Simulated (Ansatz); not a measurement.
AlN: what symmetry allows forces and stress to be

```
Al N
1.0
     0.00000    2.03452    2.03452
     2.03452    0.00000    2.03452
     2.03452    2.03452    0.00000
Al N
1 1
Cartesian
  2.0345 2.1245 2.0345
  0.0000 0.0000 0.0000
```

These are results of DFT PBEsol, scalar-relativistic, plane waves, PAW (Ansatz 0.2.0), not measurements.

Plane waves to 420 eV, a k mesh through Γ of 10×10×10 on the computed 2-atom cell and Gaussian smearing (0.02 eV); no spin polarisation.

This distorted cell has space group I4mm, with 8 operations.

Q: Without a calculation: in which directions can each atom feel a force?

A: A force must be left unchanged by every operation that keeps its atom in place, so it lies in the space that those operations leave fixed. Atoms that the group maps onto each other feel forces of one size.
```
atom site symmetry operations at the site equivalent to atom allowed force (Cartesian)
 Al1            4mm                       8                   1   along (0.00, 1.00, 0.00)
  N2            4mm                       8                   2   along (0.00, 1.00, 0.00)
```

That leaves 2 independent force components of 6, tied by 1 condition that the forces sum to zero, so 1 remains. A relaxation in this cell that keeps the symmetry moves the atoms in these directions alone.

Q: And the stress tensor?

A: It must be invariant under the point group, which leaves 2 independent components: yz, xz, xy vanish; xx = zz.

Q: Do the computed values obey this?

A: Yes. Forces (eV/Å):
```
Al1  0.000 -0.636  0.000
N2   0.000  0.636  0.000
```

Stress (GPa, compression positive, xx yy zz yz xz xy): -4.74 -0.14 -4.74 0.00 0.00 0.00. The program imposes the same operations on density, forces and stress, so this confirms the analysis and is no independent test of the calculation.

This rock-salt form isn't the usual stable structure of the compound.